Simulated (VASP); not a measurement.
# Tl (Im-3m) in VASP: a series of runs

Runs on Tl. Level: PBE. Tasks: density of states, electric field gradients.

Program: VASP 6.6.1. These are calculated values, not measurements. Logs are shortened: lines on timing, memory, paths and dates and some standing lists are left out, and cuts for length are marked.

**1. Starting point**

Symmetry: Im-3m, No. 229, cubic system. Conventional cell: a = 3.912 Å, b = 3.912 Å, c = 3.912 Å, α = 90.00°, β = 90.00°, γ = 90.00°. Tl (site symmetry m-3m) has 8 Tl at 3.39 Å as nearest neighbours.

This isn't the form of Tl at room conditions, which is hcp.

**2. Density of states, PBE**

POSCAR reads:

```
Tl
1.0
   -1.9559951735      1.9559951735      1.9559951735
    1.9559951735     -1.9559951735      1.9559951735
    1.9559951735      1.9559951735     -1.9559951735
Tl
1
Direct
    0.0000000000      0.0000000000      0.0000000000
```

INCAR.step1 reads:

```
ALGO     = Normal         # electronic algorithm
EDIFF    = 1E-6           # SCF threshold, eV
ENCUT    = 520            # plane-wave cutoff, eV
GGA      = PE             # functional
ISIF     = 2              # what is computed and relaxed
ISMEAR   = -1             # smearing method
LASPH    = True           # aspherical terms in the spheres
LCHARG   = True           # write CHGCAR
LREAL    = False          # projectors in reciprocal space
LWAVE    = False          # write WAVECAR
NBANDS   = 12             # bands
NELM     = 80             # most SCF steps
PREC     = Accurate       # precision mode
SIGMA    = 0.03           # smearing width, eV
```

KPOINTS.step1 reads:

```
k-points
0
Gamma
  13 13 13
```

INCAR.step2 reads:

```
ALGO     = Normal         # electronic algorithm
EDIFF    = 1E-6           # SCF threshold, eV
ENCUT    = 520            # plane-wave cutoff, eV
GGA      = PE             # functional
ICHARG   = 11             # starting density
ISIF     = 2              # what is computed and relaxed
ISMEAR   = -5             # smearing method
LASPH    = True           # aspherical terms in the spheres
LCHARG   = False          # write CHGCAR
LORBIT   = 11             # projections on sites
LREAL    = False          # projectors in reciprocal space
LWAVE    = False          # write WAVECAR
NBANDS   = 12             # bands
NEDOS    = 1001           # points of the DOS
NELM     = 80             # most SCF steps
PREC     = Accurate       # precision mode
SIGMA    = 0.03           # smearing width, eV
```

KPOINTS.step2 reads:

```
k-points
0
Gamma
  20 20 20
```

Potentials or basis: VASP PAW PBE potentials, release 64 (Tl_d).

The run is started by

```
cat potpaw_PBE.64/Tl_d/POTCAR > POTCAR
cp INCAR.step1 INCAR
cp KPOINTS.step1 KPOINTS
mpirun -np 1 vasp_std > vasp.out
cp INCAR.step2 INCAR
cp KPOINTS.step2 KPOINTS
mpirun -np 1 vasp_std > vasp.out
```

OUTCAR:

```text
EDIFF = 1E-6
   ENCUT = 520
   GGA = PE
   ICHARG = 11
   ISIF = 2
   ISMEAR = -5
   LASPH = True
   LORBIT = 11
   LREAL = False
   NELM = 80
   PREC = Accurate

 ion  position               nearest neighbor table
   1  0.000  0.000  0.000-

  LATTYP: Found a body centered cubic cell.
 ALAT       =     3.9119903470

  Lattice vectors:

 A1 = (  -1.9559951735,   1.9559951735,   1.9559951735)
 A2 = (   1.9559951735,  -1.9559951735,   1.9559951735)
 A3 = (   1.9559951735,   1.9559951735,  -1.9559951735)

Analysis of symmetry for initial positions (statically):
=====================================================================
 Subroutine PRICEL returns:
 Original cell was already a primitive cell.

 Routine SETGRP: Setting up the symmetry group for a
 body centered cubic supercell.

 Subroutine GETGRP returns: Found 48 space group operations
 (whereof 48 operations were pure point group operations)
 out of a pool of 48 trial point group operations.

The static configuration has the point symmetry O_h .

Analysis of symmetry for dynamics (positions and initial velocities):
=====================================================================
 Subroutine PRICEL returns:
 Original cell was already a primitive cell.

 Routine SETGRP: Setting up the symmetry group for a
 body centered cubic supercell.

 Subroutine GETGRP returns: Found 48 space group operations
 (whereof 48 operations were pure point group operations)
 out of a pool of 48 trial point group operations.

The dynamic configuration has the point symmetry O_h .

 Subroutine INISYM returns: Found 48 space group operations
 (whereof 48 operations are pure point group operations),
 and found     1 'primitive' translations

----------------------------------------------------------------------------------------

                                     Primitive cell

  volume of cell :      29.9339

  direct lattice vectors                    reciprocal lattice vectors
    -1.955995174  1.955995174  1.955995174     0.000000000  0.255624353  0.255624353
     1.955995174 -1.955995174  1.955995174     0.255624353  0.000000000  0.255624353
     1.955995174  1.955995174 -1.955995174     0.255624353  0.255624353  0.000000000

  length of vectors
     3.387883020  3.387883020  3.387883020     0.361507426  0.361507426  0.361507426

  position of ions in fractional coordinates (direct lattice)
     0.000000000  0.000000000  0.000000000

  ion indices of the primitive-cell ions
   primitive index   ion index
                 1           1

----------------------------------------------------------------------------------------

 KPOINTS: k-points

Automatic generation of k-mesh.
 Grid dimensions read from file:
 generate k-points for:   20   20   20

 Generating k-lattice:

  Cartesian coordinates                     Fractional coordinates (reciprocal lattice)
     0.000000000  0.012781218  0.012781218     0.050000000  0.000000000  0.000000000
     0.012781218  0.000000000  0.012781218     0.000000000  0.050000000  0.000000000
     0.012781218  0.012781218  0.000000000     0.000000000  0.000000000  0.050000000

  Length of vectors
     0.018075371  0.018075371  0.018075371

  Shift w.r.t. Gamma in fractional coordinates (k-lattice)
     0.000000000  0.000000000  0.000000000

 TETIRR: Found   9408 inequivalent tetrahedra from    48000

 Subroutine IBZKPT returns following result:
 ===========================================

 Found    256 irreducible k-points:

 Following reciprocal coordinates:
            Coordinates               Weight
  0.000000  0.000000  0.000000      1.000000
  0.050000  0.000000  0.000000     12.000000
  0.100000  0.000000  0.000000     12.000000
  0.150000  0.000000  0.000000     12.000000
  0.200000  0.000000  0.000000     12.000000
  0.250000  0.000000  0.000000     12.000000
[... 16 lines left out ...]
  0.200000  0.100000  0.000000     48.000000
  0.250000  0.100000  0.000000     48.000000
 [... further k-points ...]
   k-points           NKPTS =    256   k-points in BZ     NKDIM =    256   number of bands    NBANDS=     12
   number of dos      NEDOS =   1001   number of ions     NIONS =      1
   total plane-waves  NPLWV =  21952
   dimension x,y,z NGX =    28 NGY =   28 NGZ =   28
   dimension x,y,z NGXF=    56 NGYF=   56 NGZF=   56
   ions per type =               1
   NGX,Y,Z   is equivalent  to a cutoff of  13.74, 13.74, 13.74 a.u.
   NGXF,Y,Z  is equivalent  to a cutoff of  27.48, 27.48, 27.48 a.u.
 SYSTEM =  unknown system
   PREC   = accura    normal or accurate (medium, high low for compatibility)
   ISTART =      0    job   : 0-new  1-cont  2-samecut
   ICHARG =     11    charge: 1-file 2-atom 10-const
   ISPIN  =      1    spin polarized calculation?
   LNONCOLLINEAR =      F non collinear calculations
   LSORBIT =      F    spin-orbit coupling
   LASPH  =      T    aspherical Exc in radial PAW
   ENCUT  =  520.0 eV  38.22 Ry    6.18 a.u.   6.30  6.30  6.30*2*pi/ulx,y,z
   NELM   =     80;   NELMIN=  2; NELMDL=  0     # of ELM steps
   EDIFF  = 0.1E-05   stopping-criterion for ELM
   LREAL  =      F    real-space projection
   EDIFFG = 0.1E-04   stopping-criterion for IOM
   NSW    =      0    number of steps for IOM
   IBRION =     -1    ionic relax: 0-MD 1-quasi-New 2-CG
   NFREE  =      0    steps in history (QN), initial steepest desc. (CG)
   ISIF   =      2    stress and relaxation
   ISYM   =      2    0-nonsym 1-usesym 2-fastsym
   POTIM  = 0.5000    time-step for ionic-motion
   TEBEG  =    0.0;   TEEND  =   0.0 temperature during run
   PSTRESS=    0.0 pullay stress
   NELECT =      13.0000    total number of electrons
   NUPDOWN=      -1.0000    fix difference up-down
   EMIN   =  10.00;   EMAX   =-10.00  energy-range for DOS
   EFERMI =   0.00;   METHOD = LEGACY
   ISMEAR =    -5;   SIGMA  =   0.03  broadening in eV -4-tet -1-fermi 0-gaus
   EFERMI_NEDOS =   21; number of points for ismear=-14 and -15
   IALGO  =     38    algorithm
   IMIX   =      4    mixing-type and parameters
     AMIX     =   0.40;   BMIX     =  1.00
     AMIX_MAG =   1.60;   BMIX_MAG =  1.00
  volume/ion in A,a.u.               =      29.93       202.00
  Fermi-wavevector in a.u.,A,eV,Ry     =   1.239752  2.342792 20.911953  1.536985
  Thomas-Fermi vector in A             =   2.374222
   LORBIT       =     11    0 simple, 1 ext, 2 COOP (PROOUT), +10 PAW based schemes
   GGA     = PE    functional components
   LHFCALC =     F    Hartree Fock is set to
   AEXX    =    0.0000 exact exchange contribution
   IVDW    =     0    specifies the selected vdW correction
   LEPSILON=     F    determine dielectric tensor
   LRPA    =     F    only Hartree local field effects (RPA)
 non-spin polarized calculation
 Fermi weights with tetrahedron method with Bloechl corrections
  energy-cutoff  :      520.00
  volume of cell :       29.93
 maximum number of plane-waves:       820
 NGX is ok and might be reduce to    28

 number of electron      13.0000004 magnetization

 Free energy of the ion-electron system (eV)
  ---------------------------------------------------
  ext. energy  EPLUGINS =         0.00000000
  ---------------------------------------------------
  free energy    TOTEN  =        -2.21492158 eV

  energy without entropy =       -2.21492158  energy(sigma->0) =       -2.21492158

 E-fermi :   6.1269     XC(G=0):  -9.9660

 val. band max:        6.2273709057   @ k =  -0.4000  -0.4000   0.2000
 cond. band min:       5.7949388254   @ k =  -0.3500  -0.3500   0.0500
 fundamental gap:     -0.4324320803
 Fermi energy:         6.1268755385

 k-point     1 :       0.0000    0.0000    0.0000
  band No.  band energies     occupation
      1      -5.5093      2.00000
      2      -5.5093      2.00000
      3      -5.5093      2.00000
      4      -5.1231      2.00000
      5      -5.1231      2.00000
      6      -3.6325      2.00000
      7      16.4654      0.00000
      8      16.4654      0.00000
      9      16.4654      0.00000
     10      18.3407      0.00000
     11      18.3407      0.00000
     12      18.3407      0.00000

 k-point     2 :       0.0500    0.0000    0.0000
  band No.  band energies     occupation
      1      -5.5133      2.00000
      2      -5.5059      2.00000
      3      -5.4947      2.00000
      4      -5.1275      2.00000
      5      -5.1231      2.00000
      6      -3.5783      2.00000
      7      15.8307      0.00000
      8      16.2554      0.00000
      9      16.3534      0.00000
     10      18.0614      0.00000
     11      18.2814      0.00000
     12      18.3019      0.00000

 k-point     3 :       0.1000    0.0000    0.0000
  band No.  band energies     occupation
      1      -5.5250      2.00000
      2      -5.4984      2.00000
      3      -5.4525      2.00000
      4      -5.1399      2.00000
      5      -5.1234      2.00000
      6      -3.4140      2.00000
      7      14.4091      0.00000
      8      15.7203      0.00000
      9      16.0179      0.00000
     10      17.6100      0.00000
     11      18.1283      0.00000
     12      18.3162      0.00000
[... 286 lines left out ...]
 k-point    23 :       0.2000    0.1000    0.0000
  band No.  band energies     occupation
      1      -5.5787      2.00000
      2      -5.5012      2.00000
      3      -5.2068      2.00000
      4      -5.1858      2.00000
      5      -5.1237      2.00000
      6      -2.0635      2.00000
      7       9.4159      0.00000
      8      12.3022      0.00000
      9      13.9884      0.00000
     10      17.3102      0.00000
     11      18.6188      0.00000
     12      18.9823      0.00000

 k-point    24 :       0.2500    0.1000    0.0000
  band No.  band energies     occupation
      1      -5.6019      2.00000
      2      -5.5194      2.00000
      3      -5.1863      2.00000
      4      -5.1426      2.00000
      5      -5.1003      2.00000
      6      -1.4486      2.00000
      7       7.9513     -0.00378
      8      11.6934      0.00000
      9      13.5330      0.00000
     10      17.0705      0.00000
     11      18.7565      0.00000
     12      19.2196      0.00000

 [... further k-points ...]

------------------------ aborting loop because EDIFF is reached ----------------------------------------

  FORCE on cell =-STRESS in cart. coord.  units (eV):
  Direction    XX          YY          ZZ          XY          YZ          ZX
  --------------------------------------------------------------------------------------
  -------------------------------------------------------------------------------------
  Total        0.2533744      0.2533744      0.2533744      0.0000000      0.0000000     -0.0000000
  in kB       13.5615704     13.5615704     13.5615704      0.0000000      0.0000000     -0.0000000
  external PRESSURE =      13.5615704 kB  Pullay stress =       0.0000000 kB

 VOLUME and BASIS-vectors are now :
 -----------------------------------------------------------------------------
  energy-cutoff  :      520.00
  volume of cell :       29.93
      direct lattice vectors                 reciprocal lattice vectors
    -1.955995174  1.955995174  1.955995174     0.000000000  0.255624353  0.255624353
     1.955995174 -1.955995174  1.955995174     0.255624353  0.000000000  0.255624353
     1.955995174  1.955995174 -1.955995174     0.255624353  0.255624353  0.000000000

 POSITION                                       TOTAL-FORCE (eV/Angst)
 -----------------------------------------------------------------------------------
      0.00000      0.00000      0.00000         0.000000     -0.000000     -0.000000
 -----------------------------------------------------------------------------------
    total drift:                                0.000000     -0.000000      0.000000

  FREE ENERGIE OF THE ION-ELECTRON SYSTEM (eV)
  ---------------------------------------------------
  free  energy   TOTEN  =        -2.2149215790 eV

  energy  without entropy=       -2.2149215790  energy(sigma->0) =       -2.21492158

 total charge

# of ion       s       p       d       tot
------------------------------------------
    1        1.187   0.376   9.638  11.201
```

It took 28 s on 1 thread of Intel Xeon 6975P-C (Granite Rapids), shared host; peak memory 0.22 GiB.

Results:

```yaml
Valence_electrons_inside_the_program's_atomic_spheres: Tl 11.20
```

Levels at points of the mesh, in eV from the Fermi level:
```
           k point  band 4  band 5  band 6  band 7  band 8  band 9
(0.00, 0.00, 0.00)  -11.25  -11.25   -9.76   10.34   10.34   10.34
(0.50, 0.00, 0.00)  -11.25  -11.00   -5.06   -2.57    5.62    7.00
(0.50, 0.50, 0.50)  -11.06  -11.06   -1.86    1.42    1.42    1.42
```

States per cell in windows of 1 eV (zero at the Fermi level; states under -8 eV left out):
```csv
from (eV),total,Tl1_p,Tl1_s,Tl1_d
-8.0,0.26,0.01,0.12,0.01
-7.0,0.33,0.02,0.17,0.01
-6.0,0.51,0.02,0.28,0.02
-5.0,0.51,0.01,0.32,0.01
-4.0,0.10,0.00,0.07,0.00
-3.0,0.09,0.02,0.02,0.00
-2.0,0.35,0.11,0.02,0.01
-1.0,0.59,0.18,0.05,0.02
0.0,0.46,0.14,0.05,0.01
1.0,0.54,0.18,0.04,0.02
2.0,0.57,0.20,0.03,0.03
3.0,0.58,0.21,0.03,0.03
4.0,0.61,0.22,0.03,0.03
5.0,0.64,0.25,0.02,0.03
6.0,0.85,0.32,0.02,0.04
7.0,0.68,0.24,0.01,0.04
```

Caveat: tetrahedron occupations give inexact forces and stress in metals.

**3. Electric field gradients, PBE**

INCAR reads:

```
SYSTEM = Tl
PREC = Accurate ; ENCUT = 520
EDIFF = 1E-8 ; ISMEAR = -1
SIGMA = 0.03 ; LREAL = .FALSE.
LASPH = .TRUE. ; NELM = 60
ALGO = Normal ; ISIF = 2
LWAVE = .FALSE. ; LCHARG = .FALSE.
GGA = PE ; LEFG = .TRUE.
NBANDS = 12
```

KPOINTS reads:

```
regular mesh
0
G
  13 13 13
  0 0 0
```

POSCAR is that of step 2.

Potentials or basis: VASP PAW PBE potentials, release 64 (Tl_d).

The run is started by

```
cat potpaw_PBE.64/Tl_d/POTCAR > POTCAR
mpirun -np 1 vasp_std > vasp.out
```

OUTCAR:

```text
SYSTEM = Tl
   PREC = Accurate
   ENCUT = 520
   EDIFF = 1E-8
   ISMEAR = -1
   LREAL = .FALSE.
   LASPH = .TRUE.
   NELM = 60
   ISIF = 2
   GGA = PE

 ion  position               nearest neighbor table
   1  0.000  0.000  0.000-

  LATTYP: Found a body centered cubic cell.
 ALAT       =     3.9119903470

  Lattice vectors:

 A1 = (  -1.9559951735,   1.9559951735,   1.9559951735)
 A2 = (   1.9559951735,  -1.9559951735,   1.9559951735)
 A3 = (   1.9559951735,   1.9559951735,  -1.9559951735)

[... 565 lines left out ...]
    total drift:                               -0.000000     -0.000000     -0.000000

  FREE ENERGIE OF THE ION-ELECTRON SYSTEM (eV)
  ---------------------------------------------------
  free  energy   TOTEN  =        -2.2125949037 eV

  energy  without entropy=       -2.2100176452  energy(sigma->0) =       -2.21130627

 Electric field gradients (V/A^2)
---------------------------------------------------------------------
 ion       V_xx      V_yy      V_zz      V_xy      V_xz      V_yz
---------------------------------------------------------------------
   1       0.000    -0.000    -0.000     0.000     0.000     0.000
---------------------------------------------------------------------

 Electric field gradients after diagonalization (V/A^2)
 (convention: |V_zz| > |V_xx| > |V_yy|)
----------------------------------------------------------------------
 ion       V_xx      V_yy      V_zz     asymmetry (V_yy - V_xx)/ V_zz
----------------------------------------------------------------------
   1      -0.000    -0.000     0.001       0.000
----------------------------------------------------------------------

           NMR quadrupolar parameters

 Cq : quadrupolar parameter    Cq=e*Q*V_zz/h
 eta: asymmetry parameters     (V_yy - V_xx)/ V_zz
 Q  : nuclear electric quadrupole moment in mb (millibarn)
----------------------------------------------------------------------
 ion       Cq(MHz)       eta       Q (mb)
----------------------------------------------------------------------
   1       0.000       0.000       1.000
----------------------------------------------------------------------
```

OSZICAR:

```text
N       E                     dE             d eps       ncg     rms          rms(c)
DAV:   1     0.513501934341E+02    0.51350E+02   -0.66105E+03  2120   0.932E+02
DAV:   2    -0.158038686250E+01   -0.52931E+02   -0.51899E+02  2304   0.213E+02
DAV:   3    -0.223375181015E+01   -0.65336E+00   -0.65265E+00  2352   0.212E+01
DAV:   4    -0.223684279139E+01   -0.30910E-02   -0.30908E-02  2292   0.169E+00
DAV:   5    -0.223688300883E+01   -0.40217E-04   -0.40217E-04  2336   0.187E-01    0.191E+00
DAV:   6    -0.221632181335E+01    0.20561E-01   -0.33085E-02  2196   0.169E+00    0.136E+00
DAV:   7    -0.221276843591E+01    0.35534E-02   -0.11072E-02  2228   0.967E-01    0.577E-01
DAV:   8    -0.221258916358E+01    0.17927E-03   -0.44876E-04  2248   0.201E-01    0.306E-02
DAV:   9    -0.221259250066E+01   -0.33371E-05   -0.45041E-06  2296   0.211E-02    0.104E-02
DAV:  10    -0.221259487761E+01   -0.23770E-05   -0.19979E-06  2280   0.133E-02    0.720E-04
DAV:  11    -0.221259488860E+01   -0.10984E-07   -0.48232E-08  2276   0.158E-03    0.358E-04
DAV:  12    -0.221259490290E+01   -0.14300E-07   -0.61325E-09  1296   0.761E-04    0.167E-05
DAV:  13    -0.221259490366E+01   -0.76534E-09   -0.18192E-10  1180   0.150E-04
   1 F= -.22125949E+01 E0= -.22113063E+01  d E =-.257726E-02
```

Run time: 12 s. Hardware: 1 thread of Intel Xeon 6975P-C (Granite Rapids), shared host; peak memory 0.17 GiB.

What came out:

```
Free energy            : -2.2126 eV
Pressure               : 1.4 GPa
Band gap on the k mesh : none (metal or under the smearing width)
```

Electric field gradients, principal values (V/Å²):
```csv
atom,Vxx,Vyy,Vzz
1 Tl,0.000,0.000,0.001
```

Spin-orbit coupling is left out, which matters for the levels of Tl.
